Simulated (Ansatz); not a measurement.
Runs of Ansatz 0.2.0 on Zn. Symmetry: P6_3/mmc, No. 194, hexagonal system. The conventional cell has a = 2.670 Å, b = 2.670 Å, c = 4.966 Å, α = 90.00°, β = 90.00°, γ = 120.00°. Zn (site symmetry -6m2) is surrounded by 12 Zn at 2.67 to 2.92 Å. 

```csv
task,level,cell,k mesh,cutoff (eV),points for each segment of the path,target pressure (GPa),mesh quality,gap on the mesh (eV),pressure (GPa)
band structure,LDA,as given,7 × 7 × 3,420,14,-,coarse,none,(b)
relaxation of cell and atoms,PBEsol,relaxed to 20 GPa,11 × 11 × 6,420,-,20,not flagged,none,20.0
band structure,BLYP,as given,7 × 7 × 3,420,14,-,coarse,none,4.9
relaxation of cell and atoms,PBEsol,relaxed to 5 GPa,11 × 11 × 6,420,-,5,not flagged,none,5.0
band structure,revPBE,as given,7 × 7 × 3,420,14,-,coarse,none,1.3
band structure,PBE,as given,7 × 7 × 3,420,14,-,coarse,none,-1.0
band structure,PBEsol,as given,7 × 7 × 3,420,14,-,coarse,none,-5.9
band structure,RPBE,as given,7 × 7 × 3,420,14,-,coarse,none,2.1
band structure,r2SCAN,as given,7 × 7 × 3,500,14,-,coarse,none,(a)
relaxation of cell and atoms,PBEsol,relaxed,11 × 11 × 6,420,-,0,not flagged,none,0.0
relaxation of cell and atoms,PBEsol,relaxed to 30 GPa,11 × 11 × 6,420,-,30,not flagged,none,30.0
relaxation of cell and atoms,PBEsol,relaxed to 10 GPa,11 × 11 × 6,420,-,10,not flagged,none,10.0
```

Alike in all rows: potentials or basis Ansatz PAW; no spin polarisation; smearing fermi-dirac 0.05 eV.

Q: Fill in the values left out.

A: (a) -5.1; (b) -9.3.

Caveats: some runs use coarse meshes; the PAW data sets come from PBE, with cores solved anew for the run's functional, which leaves a small shift of forces and pressure (some runs); the plane-wave basis is chosen anew once the cell has moved, so the energies of steps on either side of that aren't comparable (some runs).

A gap of «none» marks a metal or a gap under the smearing width.
